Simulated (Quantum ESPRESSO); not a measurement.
## PbO under changes of volume

One of the cells (19.077 Å³/atom); the others are scaled copies at fixed shape and fractional positions:

```
Pb O
1.0
     5.87600    0.00000    0.00000
     0.00000    5.47600    0.00000
     0.00000    0.00000    4.74300
Pb O
4 4
Direct
  0.76900 0.51400 0.25000
  0.23100 0.48600 0.75000
  0.76900 0.98600 0.75000
  0.23100 0.01400 0.25000
  0.13200 0.58200 0.25000
  0.86800 0.41800 0.75000
  0.13200 0.91800 0.75000
  0.86800 0.08200 0.25000
```

| Item | Value |
| --- | --- |
| Program | Quantum ESPRESSO 7.5 |
| Functional | PBEsol |
| Potentials or basis | GBRV 1.5 PBEsol |
| Cutoff | 612 eV |
| Density cutoff | 4898 eV |
| k mesh | 4 × 4 × 5 |
| Occupations | fermi-dirac, width 0.05 eV |
| Spin | no spin polarisation |

```csv
volume (Å³/atom),energy over the lowest point (meV/atom),pressure (GPa),gap on the mesh (eV)
17.932,?,?,?
18.314,1.52,1.5,2.06
18.695,0.00,-0.4,2.02
19.077,2.79,-2.1,1.99
19.458,9.43,-3.7,1.95
19.840,19.51,-5.0,1.92
20.222,32.66,-6.2,1.88
```

Question: What does the run at 17.932 Å³/atom give?

Answer: Energy over the lowest point 7.90 meV/atom; pressure 3.6 GPa; gap on the mesh 2.08 eV.

Worked out: A Birch-Murnaghan fit of order 3 (a polynomial in V^(-2/3)) to the other rows has its minimum at 18.63 Å³/atom with B0 = V·E''(V) = 90 GPa and B' = 4.6 at fixed shape and positions, which overstates the stiffness. It gives 7.90 meV/atom at 17.932 Å³/atom, against the run's 7.90, and -dE/dV = 3.8 GPa, against 3.6. A straight line through the other rows of the gap, of slope -1.79 eV per unit of ln V, extrapolates to 2.10 eV, against the run's 2.08.

Energies are extrapolated to zero smearing.

Caveats: spin-orbit coupling is left out, which as a rule narrows the gap of such compounds by several tenths of an eV; an odd mesh through Γ misses points on the zone boundary, where band edges often lie.
